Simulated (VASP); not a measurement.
**A VASP study of SrCl2 (PBE): structure first, properties next**

Wanted: the relaxed cell of SrCl2 and its properties. The steps: relaxing cell and atoms (PBE), second relaxation, density, ELF and potential (PBE), band structure (PBE), total and projected DOS (PBE), independent-particle dielectric function (PBE), zone-centre phonons (PBE) and ionic relaxation at fixed cell (PBE) with a changed input. The start is a cell from a database of measured crystal structures.

Calculated with VASP 6.6.1; PBE; plane waves and PAW (Sr_sv, Cl).

This is a report of a sequence of runs, with most program output left out.

**1. The structure**

Before any relaxation, the start is as follows. Symmetry: Fm-3m, No. 225, cubic system. Conventional cell: a = 6.977 Å, b = 6.977 Å, c = 6.977 Å, α = 90.00°, β = 90.00°, γ = 90.00°. Sr has 8 Cl at 3.02 Å nearest. Nearest to Cl lie 4 Sr at 3.02 Å. Farther neighbours and most contacts between anions are not listed.

Coordinates:

```cif
data_structure
_symmetry_space_group_name_H-M 'Fm-3m'
_symmetry_Int_Tables_number 225
_cell_length_a 6.9767
_cell_length_b 6.9767
_cell_length_c 6.9767
_cell_angle_alpha 90.000
_cell_angle_beta 90.000
_cell_angle_gamma 90.000
_cell_volume 339.59
loop_
_atom_site_label
_atom_site_type_symbol
_atom_site_symmetry_multiplicity
_atom_site_Wyckoff_symbol
_atom_site_fract_x
_atom_site_fract_y
_atom_site_fract_z
_atom_site_occupancy
Sr1 Sr 4 a 0.00000 0.00000 0.00000 1
Cl1 Cl 8 c 0.25000 0.75000 0.75000 1
```

**2. Relaxing cell and atoms (PBE)**

The start need not lie at this functional's minimum. ISIF = 3 frees volume, shape and positions, and EDIFFG sets the threshold on forces and stress at which the search stops. PBE, the usual starting point, adds the gradient of the density.

File INCAR:

```
SYSTEM = SrCl2
PREC = Accurate
ENCUT = 400
EDIFF = 1E-06
NELM = 100
ISMEAR = 0
SIGMA = 0.05
LREAL = .FALSE.
ALGO = Normal
GGA = PE
NBANDS = 18
LORBIT = 11
LWAVE = .FALSE.
LCHARG = .FALSE.
KPAR = 2
IBRION = 2
NSW = 60
ISIF = 3
EDIFFG = -0.01
```

File POSCAR:

```
SrCl2
1.0
    0.0000000000      3.4883500000      3.4883500000
    3.4883500000      0.0000000000      3.4883500000
    3.4883500000      3.4883500000      0.0000000000
Sr Cl
1 2
Direct
    0.0000000000      0.0000000000      0.0000000000
    0.2500000000      0.2500000000      0.2500000000
    0.7500000000      0.7500000000      0.7500000000
```

File KPOINTS:

```
Automatic mesh
0
Gamma
6 6 6
0 0 0
```

Potentials, in the order of the species: Sr_sv and Cl (PBE family, release 64).

The run is started by

```console
> mpirun -np 2 vasp_std
```

It took 10 s on 2 MPI ranks of AMD EPYC 9R45, shared host; peak memory 0.32 GiB; 19 s of CPU time.

The gap is read on the k-mesh alone, so it is an upper bound where the band edges lie off the mesh, and a coarse mesh can show a gap where there is none. The run keeps the 48 symmetry operations of its start, so it cannot find a distortion of lower symmetry.

Relaxation path:

| step | energy less that of the first step (eV) | largest force (eV/Å) | pressure (GPa) | volume (Å³) |
| --- | --- | --- | --- | --- |
| 1 | 0.0000 | 0.0000 | 1.06 | 84.90 |
| 2 | -0.0081 | 0.0000 | 0.09 | 87.21 |
| 3 | -0.0082 | 0.0000 | 0.00 | 87.44 |

| conventional cell, symmetrised | before | after | change |
| --- | --- | --- | --- |
| a (Å) | 6.977 | 7.046 | +1.0 % |
| b (Å) | 6.977 | 7.046 | +1.0 % |
| c (Å) | 6.977 | 7.046 | +1.0 % |
| volume (Å³/atom) | 28.30 | 29.15 | +3.0 % |

The relaxed structure:

```xyz
3
Lattice="0.0000 3.5228 3.5228 3.5228 0.0000 3.5228 3.5228 3.5228 0.0000" Properties=species:S:1:pos:R:3 pbc="T T T"
Sr    0.0000    0.0000    0.0000
Cl    1.7614    1.7614    1.7614
Cl    5.2843    5.2843    5.2843
```

This step gave:

| Item | Value |
| --- | --- |
| electrons | 24 |
| bands | 18 |
| irreducible k-points | 16 |
| symmetry operations | 48 |
| free energy (TOTEN) | -12.79 eV |
| Fermi energy | 0.2659 eV |
| pressure | 1.05e-4 GPa |
| metallic, judged on the points sampled | no |
| valence top at k | 0.5, 0.5, 0 |
| conduction bottom at k | 0, 0, 0 |
| least direct gap at k | 0.5, 0.5, 0 |
| SCF cycles over all ionic steps | 28 |
| gap on the k-mesh | 5.221 eV |
| least direct gap on the k-mesh | 5.514 eV |

It ends with forces that vanish by symmetry and a pressure of 0.00 GPa. The volume lies +3.0 % from that of the database's start.

**3. Second relaxation**

The basis stayed that of the start cell while the cell moved. A rerun from the cell reached resets it; the error of the finite cutoff stays.

INCAR is that of step 2.

File POSCAR:

```
SrCl2
1.0
    0.0000000000      3.5228444696      3.5228444696
    3.5228444696      0.0000000000      3.5228444696
    3.5228444696      3.5228444696      0.0000000000
Sr Cl
1 2
Direct
    0.0000000000      0.0000000000      0.0000000000
    0.2500000000      0.2500000000      0.2500000000
    0.7500000000      0.7500000000      0.7500000000
```

KPOINTS is that of step 2.

The run is started by

```console
> mpirun -np 2 vasp_std
```

It took 5.2 s on 2 MPI ranks; peak memory 0.29 GiB; 9.3 s of CPU time.

Little changed from the start: no atom moved by 0.005 Å and no cell edge by 0.1 %.

Numbers from this step:

* Fermi energy: 0.271 eV
* pressure: -0.006508 GPa
* SCF cycles over all ionic steps: 14

It ends with forces that vanish by symmetry and a pressure of -0.01 GPa. The volume moved by under 0.01 %: the run met its threshold at the first step.

**4. Density, ELF and potential (PBE)**

The relaxed cell gets a fresh self-consistent run, on a basis set for its own volume, to fix the density and to check the remaining stress.

Changes to INCAR since step 3:

```diff
@@ -13,7 +13,5 @@
 LWAVE = .FALSE.
-LCHARG = .FALSE.
-KPAR = 2
-IBRION = 2
-NSW = 60
-ISIF = 3
-EDIFFG = -0.01
+LCHARG = .TRUE.
+ISIF = 2
+LELF = .TRUE.
+LVHAR = .TRUE.
```

POSCAR is that of step 3.

KPOINTS is that of step 3.

The run is started by

```console
> mpirun -np 2 vasp_std
```

Run time: 5.6 s. Hardware: 2 MPI ranks; peak memory 0.24 GiB.

Numbers from this step:

```
SCF cycles : 14
```

Valence electrons inside each PAW sphere by angular momentum. Sphere charges, by row:

| atom | s (e) | p (e) | d (e) | tot (e) |
| --- | --- | --- | --- | --- |
| Sr1 | 1.995 | 5.764 | 0.143 | 7.902 |
| Cl2 | 1.592 | 3.576 | 0 | 5.168 |
| Cl3 | 1.592 | 3.576 | 0 | 5.168 |

Valence density in the ac plane of a cell with a along [110], b along [-110] and c along [001] of the cube at fractional y = 0.000, with atoms of Sr and Cl within 0.2 Å of it. It is the smooth field of the valence electrons, not physical close to the nuclei.

Values in e/Å³, 10 rows by 16 columns, each cell a mean:
```
2.4 0.8 0.1 0.2 0.2 0.1 0.4 2.0 2.4 0.8 0.1 0.2 0.2 0.1 0.4 2.0
0.3 0.1 0.4 1.2 1.3 0.6 0.1 0.3 0.3 0.1 0.4 1.2 1.3 0.6 0.1 0.3
0.0 0.1 0.6 1.4 1.2 0.9 0.1 0.0 0.0 0.1 0.6 1.4 1.2 0.9 0.1 0.0
0.0 0.0 0.2 0.9 1.0 0.4 0.1 0.0 0.0 0.0 0.2 0.9 1.0 0.4 0.1 0.0
0.0 0.0 0.0 0.1 0.1 0.1 0.0 0.0 0.0 0.0 0.0 0.1 0.1 0.1 0.0 0.0
0.0 0.0 0.1 0.2 0.2 0.1 0.0 0.0 0.0 0.0 0.1 0.2 0.2 0.1 0.0 0.0
0.0 0.0 0.3 1.1 1.2 0.5 0.1 0.0 0.0 0.0 0.3 1.1 1.2 0.5 0.1 0.0
0.0 0.1 0.6 1.4 1.2 0.9 0.1 0.0 0.0 0.1 0.6 1.4 1.2 0.9 0.1 0.0
0.7 0.2 0.3 0.9 1.0 0.4 0.2 0.6 0.7 0.2 0.3 0.9 1.0 0.4 0.2 0.6
2.8 1.0 0.1 0.1 0.1 0.1 0.5 2.4 2.8 1.0 0.1 0.1 0.1 0.1 0.5 2.4
```
Columns run along a (10.0 Å), rows up along c (7.0 Å), edges of the conventional cell, whose origin can differ from the input's. Atoms in or near the plane, at fractional coordinates: Sr at (0.00, 0.00), Sr at (0.50, 0.00), Cl at (0.25, 0.25), Cl at (0.75, 0.25), Cl at (0.25, 0.75), Cl at (0.75, 0.75).

Electrostatic potential energy in the ac plane of a cell with a along [110], b along [-110] and c along [001] of the cube at fractional y = 0.000, with atoms of Sr and Cl within 0.2 Å of it. With pseudopotentials it is smooth inside the atoms' cores, unlike the true potential.

Ten even steps from '0' (-80 eV) to '9' (6 eV), each cell a mean:
```
6678999999987666789999999876
7789999999988777899999999887
8899987689998888999876899988
9999951038999999999510389999
9999830017999999998300179999
9999951038999999999510389999
9999986689999999999866899999
9999999999999999999999999999
9999999999999999999999999999
9999999999999999999999999999
9999999999999999999999999999
9999998899999999999988999999
9999974359999999999743599999
9999940017999999999400179999
9999940017999999999400179999
8999973258999889999732589998
7889998899998778899988999987
6788999999987767889999999877
6678999999987666789999999876
```
Columns run along a (10.0 Å; values clipped at the 3rd and 97th percentile), rows up along c (7.0 Å), edges of the conventional cell, whose origin can differ from the input's. Atoms in or near the plane, at fractional coordinates: Sr at (0.00, 0.00), Sr at (0.50, 0.00), Cl at (0.25, 0.25), Cl at (0.75, 0.25), Cl at (0.25, 0.75), Cl at (0.75, 0.75).

ELF in the ac plane of a cell with a along [110], b along [-110] and c along [001] of the cube at fractional y = 0.000, with atoms of Sr and Cl within 0.2 Å of it. It is the smooth field of the valence electrons, not physical close to the nuclei.

Ten even steps from '_' (0.00) to '@' (0.87), each cell a mean:
```
##%%%%--__..::::::....**@@####%%%%--__..::::::....**@@##
@@@@**..::**%%%%##++..--%%@@@@@@**..::**%%%%##++..--%%@@
##++::::##@@@@@@@@%%==..==**##++::::##@@@@@@@@%%==..==**
..__..++@@@@%%%%@@@@##::__....__..++@@@@%%%%@@@@##::__..
____::**@@@@**==%%@@%%==________::**@@@@**==%%@@%%==____
____::**@@@@%%##@@@@%%==________::**@@@@%%##@@@@%%==____
____..++%%@@@@@@@@%%**--________..++%%@@@@@@@@%%**--____
______::++##%%%%##**--..__________::++##%%%%##**--..____
________..::----::..________________..::----::..________
____________....________________________....____________
______..::==++++++--::____________..::==++++++--::______
____..--**%%@@@@@@##++::________..--**%%@@@@@@##++::____
____..++%%@@@@@@@@@@##--________..++%%@@@@@@@@@@##--____
____::**@@@@##++%%@@%%==________::**@@@@##++%%@@%%==____
____..**@@@@##++%%@@%%--________..**@@@@##++%%@@%%--____
==::..--%%@@@@@@@@@@**....--==::..--%%@@@@@@@@@@**....--
%%##==..++%%@@@@@@##::::**%%%%##==..++%%@@@@@@##::::**%%
%%@@##::..==++**++::..++@@@@%%@@##::..==++**++::..++@@@@
**%%%%==____....____..##@@##**%%%%==____....____..##@@##
```
Columns run along a (10.0 Å), rows up along c (7.0 Å), edges of the conventional cell, whose origin can differ from the input's. Atoms in or near the plane, at fractional coordinates: Sr at (0.00, 0.00), Sr at (0.50, 0.00), Cl at (0.25, 0.25), Cl at (0.75, 0.25), Cl at (0.25, 0.75), Cl at (0.75, 0.75).

In this run the pressure is -0.01 GPa, small enough to go on; single stress components reach 0.01 GPa.

**5. Band structure (PBE)**

Levels along the symmetry lines show where the bands peak and cross; KPOINTS_OPT computes them in the converged potential.

File INCAR:

```
SYSTEM = SrCl2
PREC = Accurate
ENCUT = 400
EDIFF = 1E-06
NELM = 100
ISMEAR = 0
SIGMA = 0.05
LREAL = .FALSE.
ALGO = Normal
GGA = PE
NBANDS = 25
LORBIT = 11
LWAVE = .FALSE.
LCHARG = .FALSE.
KPAR = 2
```

POSCAR is that of step 4.

KPOINTS is that of step 4.

File KPOINTS_OPT:

```
Line mode
16
Line-mode
Reciprocal
  0.00000000   0.00000000   0.00000000 GAMMA
  0.50000000   0.00000000   0.50000000 X

  0.50000000   0.00000000   0.50000000 X
  0.50000000   0.25000000   0.75000000 W

  0.50000000   0.25000000   0.75000000 W
  0.37500000   0.37500000   0.75000000 K

  0.37500000   0.37500000   0.75000000 K
  0.00000000   0.00000000   0.00000000 GAMMA

  0.00000000   0.00000000   0.00000000 GAMMA
  0.50000000   0.50000000   0.50000000 L

  0.50000000   0.50000000   0.50000000 L
  0.62500000   0.25000000   0.62500000 U

  0.62500000   0.25000000   0.62500000 U
  0.50000000   0.25000000   0.75000000 W

  0.50000000   0.25000000   0.75000000 W
  0.50000000   0.50000000   0.50000000 L

  0.50000000   0.50000000   0.50000000 L
  0.37500000   0.37500000   0.75000000 K

  0.62500000   0.25000000   0.62500000 U
  0.50000000   0.00000000   0.50000000 X
```

The run is started by

```console
> mpirun -np 2 vasp_std
```

It took 35 s on 2 MPI ranks; peak memory 0.32 GiB; 65 s of CPU time.

This step gave:

```yaml
bands: 25
fermi_energy: 0.2368 eV
pressure: -0.01139 GPa
least_gap_on_mesh_and_path: 5.221 eV
least_direct_gap_on_mesh_and_path: 5.514 eV
```

Electronic bands along the path, in eV, zero at the valence-band top; v1 is the highest filled band, c1 the lowest empty one:

| point | v4 | v3 | v2 | v1 | c1 | c2 | c3 | c4 |
| --- | --- | --- | --- | --- | --- | --- | --- | --- |
| Γ | -2.03 | -0.33 | -0.33 | -0.33 | 5.22 | 6.10 | 6.10 | 8.98 |
| 0.47 of the way | -1.54 | -1.24 | -0.32 | -0.32 | 6.05 | 6.57 | 6.57 | 8.05 |
| X | -1.81 | -0.38 | -0.38 | 0.00 | 5.51 | 6.96 | 7.52 | 7.91 |
| 0.53 of the way | -1.61 | -0.66 | -0.34 | -0.05 | 5.82 | 7.00 | 7.31 | 7.45 |
| W | -1.16 | -1.16 | -0.30 | -0.10 | 6.21 | 6.96 | 7.14 | 7.14 |
| 0.53 of the way | -1.46 | -0.87 | -0.38 | -0.11 | 6.05 | 7.07 | 7.13 | 7.35 |
| K | -1.66 | -0.68 | -0.52 | -0.10 | 5.95 | 7.05 | 7.26 | 7.49 |
| 0.53 of the way | -1.45 | -1.19 | -0.86 | -0.29 | 6.37 | 6.50 | 6.56 | 7.92 |
| Γ | -2.03 | -0.33 | -0.33 | -0.33 | 5.22 | 6.10 | 6.10 | 8.98 |
| 0.53 of the way | -1.65 | -0.94 | -0.65 | -0.65 | 6.43 | 6.49 | 6.49 | 7.71 |
| L | -1.44 | -1.27 | -1.01 | -1.01 | 6.68 | 6.68 | 7.40 | 7.82 |
| 0.47 of the way | -1.52 | -0.93 | -0.82 | -0.55 | 6.35 | 6.86 | 7.32 | 7.74 |
| U | -1.66 | -0.68 | -0.52 | -0.10 | 5.95 | 7.05 | 7.26 | 7.49 |
| 0.47 of the way | -1.46 | -0.87 | -0.38 | -0.11 | 6.05 | 7.07 | 7.13 | 7.35 |
| W | -1.16 | -1.16 | -0.30 | -0.10 | 6.21 | 6.96 | 7.14 | 7.14 |
| 0.47 of the way | -1.31 | -1.11 | -0.49 | -0.47 | 6.28 | 6.89 | 7.28 | 7.58 |
| L | -1.44 | -1.27 | -1.01 | -1.01 | 6.68 | 6.68 | 7.40 | 7.82 |
| 0.47 of the way | -1.52 | -0.93 | -0.82 | -0.55 | 6.35 | 6.86 | 7.32 | 7.74 |
| K | -1.66 | -0.68 | -0.52 | -0.10 | 5.95 | 7.05 | 7.26 | 7.49 |
| jump to U | -1.66 | -0.68 | -0.52 | -0.10 | 5.95 | 7.05 | 7.26 | 7.49 |
| 0.47 of the way | -1.77 | -0.47 | -0.42 | -0.03 | 5.67 | 6.98 | 7.44 | 7.63 |
| X | -1.81 | -0.38 | -0.38 | 0.00 | 5.51 | 6.96 | 7.52 | 7.91 |

Of the projections kept (Sr, Cl), the largest for each band there, as a share of the weight inside these atoms' spheres; weight between the spheres isn't counted:

| point | v4 | v3 | v2 | v1 | c1 | c2 | c3 | c4 |
| --- | --- | --- | --- | --- | --- | --- | --- | --- |
| Γ | Cl 0.94 | Cl 0.99 | Cl 0.99 | Cl 0.99 | Cl 0.59 | Sr 1.00 | Sr 1.00 | Sr 0.99 |
| X | Cl 0.95 | Cl 0.96 | Cl 0.96 | Cl 1.00 | Sr 0.92 | Sr 0.88 | Sr 1.00 | Sr 0.91 |
| W | Cl 0.96 | Cl 0.96 | Cl 0.96 | Cl 1.00 | Sr 0.78 | Sr 1.00 | Sr 0.89 | Sr 0.89 |
| K | Cl 0.96 | Cl 0.96 | Cl 0.97 | Cl 0.99 | Sr 0.84 | Sr 0.88 | Sr 0.97 | Sr 0.89 |
| Γ | Cl 0.94 | Cl 0.99 | Cl 0.99 | Cl 0.99 | Cl 0.59 | Sr 1.00 | Sr 1.00 | Sr 0.99 |
| L | Cl 0.96 | Cl 0.97 | Cl 0.97 | Cl 0.97 | Sr 0.97 | Sr 0.97 | Sr 0.90 | Cl 0.88 |

The path finds the gap of the mesh within 0.02 eV, so the mesh comes close to both band edges.

**6. Total and projected DOS (PBE)**

A density of states needs more k-points than a total energy, and tetrahedra (ISMEAR = -5) or a smearing that fits the mesh; LORBIT projects the states on the PAW spheres. The mesh is finer than in the run before.

Changes to INCAR since step 5:

```diff
@@ -5,3 +5,3 @@
 NELM = 100
-ISMEAR = 0
+ISMEAR = -5
 SIGMA = 0.05
@@ -15 +15,2 @@
 KPAR = 2
+NEDOS = 2001
```

POSCAR is that of step 5.

File KPOINTS:

```
Automatic mesh
0
Gamma
8 8 8
0 0 0
```

The run is started by

```console
> mpirun -np 2 vasp_std
```

The job ended after 11 s (2 MPI ranks; peak memory 0.32 GiB; 20 s of CPU time).

This step gave:

* irreducible k-points: 29
* Fermi energy: -0.0212 eV
* pressure: -0.01181 GPa

The density of states has structure finer than the step of the table below, so its rows give means over 1 eV, whole bins alone (the curve runs from -12.0 to 9.04 eV). Peaks (eV: height): total -1.9: 10.5, -0.4: 11.1, 7.2: 5.75, 8.2: 5.84; Cl p -1.9: 5.72, -0.4: 7.43; Sr d 6.2: 1.40, 7.2: 2.27, 8.2: 2.62, 8.5: 1.71; Cl s 7.2: 0.251, 8.5: 0.0576; Sr p -1.9: 0.135, -0.4: 0.0572, 7.2: 0.061, 8.7: 0.0507.

States under -12.0 eV and over 9.0 eV are left out. The density of states by energy, zero at the valence-band top; means over each step; values in states/eV/cell:

| energy (eV) | total | Cl p | Sr d | Cl s | Sr p | Sr s |
| --- | --- | --- | --- | --- | --- | --- |
| -4 | 0 | 0 | 0 | 0 | 0 | 0 |
| -3 | 0.0859 | 0.0425 | 5.2e-4 | 7.0e-5 | 1.6e-4 | 0.00151 |
| -2 | 5.07 | 2.75 | 0.0661 | 0.00873 | 0.0511 | 0.0265 |
| -1 | 4.40 | 2.71 | 0.0477 | 0.0105 | 0.0381 | 0.00576 |
| 0 | 2.42 | 1.63 | 0.0240 | 0.00173 | 0.0104 | 3.7e-4 |
| 1 | 0 | 0 | 0 | 0 | 0 | 0 |
| 2 | 0 | 0 | 0 | 0 | 0 | 0 |
| 3 | 0 | 0 | 0 | 0 | 0 | 0 |
| 4 | 0 | 0 | 0 | 0 | 0 | 0 |
| 5 | 0.00931 | 2.2e-4 | 3.4e-4 | 0.00101 | 2.0e-5 | 7.7e-4 |
| 6 | 2.27 | 0.0896 | 0.646 | 0.0294 | 0.00882 | 0.0333 |
| 7 | 4.12 | 0.0787 | 1.64 | 0.118 | 0.0294 | 0.0266 |
| 8 | 4.04 | 0.298 | 1.73 | 0.0493 | 0.0305 | 0.0723 |

The gap on this mesh is 5.22 eV. In the top eV of the valence band the largest shares in the PAW spheres are Cl p 66 %. The rest lies in smaller channels or between the spheres.

**7. Independent-particle dielectric function (PBE)**

LOPTICS sums transitions from filled to empty bands. NBANDS is raised for it.

File INCAR:

```
SYSTEM = SrCl2
PREC = Accurate
ENCUT = 400
EDIFF = 1E-06
NELM = 100
ISMEAR = 0
SIGMA = 0.05
LREAL = .FALSE.
ALGO = Normal
GGA = PE
NBANDS = 36
LORBIT = 11
LWAVE = .FALSE.
LCHARG = .FALSE.
KPAR = 2
LOPTICS = .TRUE.
NEDOS = 1500
CSHIFT = 0.1
```

POSCAR is that of step 6.

KPOINTS is that of step 6.

The run is started by

```console
> mpirun -np 2 vasp_std
```

The job ended after 16 s (2 MPI ranks; peak memory 0.44 GiB).

These are independent-particle spectra without excitons or local fields. Their onset and peaks carry the functional's gap error, and fine structure and low peaks depend on the mesh and on CSHIFT.

Numbers from this step:

* bands: 36
* Fermi energy: 0.1954 eV
* pressure: -0.01179 GPa

The imaginary dielectric function, xx has structure finer than the step of the table below, so its rows give means over 0.5 eV, whole bins alone (the curve runs from 0 to 25.0 eV). Peaks (eV: height): 7.48: 7.72, 9.38: 4.28, 12.30: 2.66, 22.13: 2.32, 23.19: 2.31.

Table of imaginary dielectric function, xx by photon energy; means over each step:

| photon energy (eV) | imaginary dielectric function, xx |
| --- | --- |
| 0.5 | 0.00260 |
| 1.0 | 0.00532 |
| 1.5 | 0.00832 |
| 2.0 | 0.0118 |
| 2.5 | 0.0159 |
| 3.0 | 0.0212 |
| 3.5 | 0.0282 |
| 4.0 | 0.0384 |
| 4.5 | 0.0547 |
| 5.0 | 0.0873 |
| 5.5 | 0.218 |
| 6.0 | 0.788 |
| 6.5 | 1.77 |
| 7.0 | 3.62 |
| 7.5 | 6.89 |
| 8.0 | 5.67 |
| 8.5 | 4.00 |
| 9.0 | 3.42 |
| 9.5 | 3.88 |
| 10.0 | 2.39 |
| 10.5 | 1.57 |
| 11.0 | 1.94 |
| 11.5 | 2.15 |
| 12.0 | 2.32 |
| 12.5 | 2.33 |
| 13.0 | 2.33 |
| 13.5 | 1.67 |
| 14.0 | 1.86 |
| 14.5 | 1.93 |
| 15.0 | 1.65 |
| 15.5 | 1.34 |
| 16.0 | 1.10 |
| 16.5 | 0.804 |
| 17.0 | 0.698 |
| 17.5 | 0.644 |
| 18.0 | 0.627 |
| 18.5 | 0.468 |
| 19.0 | 0.456 |
| 19.5 | 0.431 |
| 20.0 | 0.447 |
| 20.5 | 0.469 |
| 21.0 | 1.12 |
| 21.5 | 1.85 |
| 22.0 | 2.11 |
| 22.5 | 1.72 |
| 23.0 | 1.87 |
| 23.5 | 1.47 |
| 24.0 | 0.649 |
| 24.5 | 0.539 |

[end of part 1 of 2]

[Lines on the potential files, build, host, timing and source positions are cut from VASP's logs without a mark.]

[Logs are printed without paths, hosts, clocks, repeated set-up lines and the standing remarks that a program may print on its own settings, such as how far it seeks lower states.]

[Hosts, paths, dates, database ids (printed as entryN), source tags and the programs' standing remarks are cut or masked in the printed files.]

[A measured line is paired with the nearest computed mode of its activity, which favours agreement.]

[In band tables of VASP the shares of atoms and orbitals are scaled to a sum of 1 inside the atoms' spheres.]
